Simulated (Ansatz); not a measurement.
## 6 guesses for Hf4C and where they end

Theory: Ansatz 0.2.0, DFT PBE, scalar-relativistic, plane waves, PAW. All cells share a 420 eV cutoff and Γ-centred k meshes spaced about 0.3 Å⁻¹ or finer (0.25 for metals, 2π included). No spin polarisation in the final relaxations.

Each guess was relaxed in cell and atoms at zero pressure, within the symmetry of its start. These are static total energies at zero pressure. Coordination counts Hf atoms around C (those within 1.25 times the shortest such distance or 1.15 times the sum of covalent radii).

```
guess                            made from  start group  V start (Å³/atom)  end group  V end (Å³/atom)  coordination at the end  gap on mesh (eV)  E over the lowest end (meV/atom)
    1  a cell proposed by chemical analogy         R-3m               17.7       R-3m             19.1                      C 6                 0                                17
    2                            SnF4 type       I4/mmm               15.9          ?                ?                        ?                 ?                                 ?
    3  a cell proposed by chemical analogy        P-3m1               17.7      P-3m1             18.9                      C 6                 0                                 0
    4                          random cell         Amm2               18.7     P4/mmm             18.8                      C 6                 0                                76
    5  a cell proposed by chemical analogy         P2/m               17.7       P2/m             19.2                      C 6                 0                                59
    6                           OsPt4 type         R-3m               17.8       R-3m             19.1                      C 6                 0                                31
```

Guess 2 as it starts:

```
Hf C
1.0
    -2.18369    2.18369    4.16000
     2.18369   -2.18369    4.16000
     2.18369    2.18369   -4.16000
Hf C
4 1
Direct
  0.75561 0.75561 0.00000
  0.50000 0.00000 0.50000
  0.00000 0.50000 0.50000
  0.24439 0.24439 0.00000
  0.00000 0.00000 0.00000
```

Q: Predict the end of this guess and its energy over the lowest end.

A: It ends in space group I4/mmm (No. 139), with a = 4.560 Å, c = 9.266 Å, 19.3 Å³/atom and no gap; its coordination is C 6. It lies 81 meV/atom over the lowest end, within the noise of guess 4 and so the highest of the set. Counting Hf atoms around C, this end and the lowest (guess 3) both have C 6.

```xyz
5
Lattice="-2.2798 2.2798 4.6328 2.2798 -2.2798 4.6328 2.2798 2.2798 -4.6328" Properties=species:S:1:pos:R:3 pbc="T T T"
Hf    0.0000    0.0000    7.0418
Hf    0.0000    2.2798    0.0000
Hf    2.2798    0.0000    0.0000
Hf    0.0000    0.0000    2.2239
C     0.0000    0.0000    0.0000
```

Formation energies are uncorrected and refer to the elements' standard structures at the same level.

Q: Is the lowest end bound against the elements?

A: Yes: its formation energy is −0.38 eV/atom. It lies below the elements, which doesn't yet make it stable against other compounds or structures.

The k mesh leaves some 4 meV/atom of noise in the energy of each metallic cell. Spin–orbit coupling, which can matter for Hf, is left out. The reference form of C is held partly by dispersion forces, which this level lacks. Cells relaxed within their symmetry can be saddle points. A lower structure may well exist outside this small set. Some structure types and database cells were kept out of the candidates from the start, so a known form may be missing.
